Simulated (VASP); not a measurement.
B3P3H5: single point with PBEsol

B3P3H5, a wire with vacuum:

```
CELL_PARAMETERS angstrom
16.10000 0.00000 0.00000
0.00000 18.70000 0.00000
0.00000 0.00000 3.21577
ATOMIC_POSITIONS crystal
B 0.54954 0.52542 0.00000
B 0.54972 0.28570 0.00000
B 0.45130 0.64708 0.50000
B 0.45157 0.40592 0.50000
B 0.64818 0.40558 0.50000
B 0.35188 0.52743 0.00000
P 0.54812 0.58319 0.50000
P 0.54949 0.34407 0.50000
P 0.64670 0.46288 0.00000
P 0.45182 0.70388 0.00000
P 0.44942 0.46444 0.00000
P 0.35332 0.58467 0.50000
H 0.61340 0.25055 0.00000
H 0.48645 0.25005 0.00000
H 0.61803 0.63092 0.50000
H 0.38799 0.37083 0.50000
H 0.71506 0.51240 0.00000
H 0.71139 0.37018 0.50000
H 0.51980 0.75284 0.00000
H 0.38400 0.75304 0.00000
H 0.28902 0.49174 0.00000
H 0.28546 0.63456 0.50000
```

- Program: VASP 6.6.1
- Task: single point
- Functional: PBEsol
- Potentials or basis: VASP PAW PBE potentials, release 64 (B, P, H)
- Cutoff: 520 eV
- k mesh: 1 × 1 × 10
- Occupations: gaussian, width 0.05 eV
- Spin: no spin polarisation
- Dipole correction: no
- Further INCAR settings: LREAL = Auto; ALGO = Fast; EDIFF = 1e-06; NBANDS = 46

```
Largest force          : 0.038 eV/Å
Band gap on the k mesh : 0.10 eV, direct
```

Forces in eV/Å, atoms in the order of the input:
```
B   -0.007 -0.022  0.000
B    0.011 -0.001  0.000
B    0.001 -0.018  0.000
B    0.018  0.009  0.000
B   -0.005 -0.008  0.000
B    0.010  0.008  0.000
P    0.014  0.028  0.000
P   -0.009 -0.013  0.000
P    0.018  0.033  0.000
P   -0.004  0.032  0.000
P    0.006  0.006  0.000
P   -0.021  0.023  0.000
H    0.013 -0.006  0.000
H   -0.017 -0.002  0.000
H   -0.009 -0.010  0.000
H   -0.014 -0.008  0.000
H   -0.013 -0.012  0.000
H    0.012 -0.011  0.000
H   -0.006 -0.008  0.000
H    0.009 -0.008  0.000
H   -0.018 -0.006  0.000
H    0.012 -0.008  0.000
```

Levels at points of the mesh, in eV from the valence-band top:
| k point | band 25 | band 26 | band 27 | band 28 | band 29 | band 30 | band 31 | band 32 | band 33 | band 34 |
| --- | --- | --- | --- | --- | --- | --- | --- | --- | --- | --- |
| (0.00, 0.00, 0.00) | -2.10 | -1.66 | -1.13 | -0.72 | 0.00 | 0.10 | 1.07 | 1.49 | 1.56 | 2.11 |
| (0.00, 0.00, 0.50) | -3.26 | -2.52 | -2.01 | -2.00 | -1.84 | 0.73 | 0.97 | 1.70 | 1.92 | 2.15 |

It took 6.9 min on 1 thread of Intel(R) Xeon(R) Platinum 8559C (Emerald Rapids), on a shared host, peak memory 0.83 GiB.

Caveat: the PAW data sets were made with another functional, which shifts forces and pressure a little.
